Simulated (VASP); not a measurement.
Here is the system:

```yaml
crystal:
  lattice:
    - [0.00000, 3.13306, 3.13306]
    - [3.13306, 0.00000, 3.13306]
    - [3.13306, 3.13306, 0.00000]
  atoms:
    - { symbol: Al, position: [0.00000, 0.00000, 0.00000] }
    - { symbol: Sb, position: [0.25000, 0.25000, 0.25000] }
```

The numbers are results of rev-vdW-DF2, VASP's PBE PAW potentials (set 64) (plane waves; VASP), not measurements. Settings: 520 eV cut-off, 7×7×7 Γ-centred mesh, Gaussian smearing of 0.050 eV, potentials Al Sb.

Q: Give the stress tensor in GPa (positive for a compressed cell).

A: 
```
-1.42   0.00   0.00
 0.00  -1.42   0.00
 0.00   0.00  -1.42
```
The pressure is its mean diagonal, -1.42 GPa.

The compound is AlSb in the zinc blende structure. This cell is one point of a volume scan, at 1.03 of the reference volume.
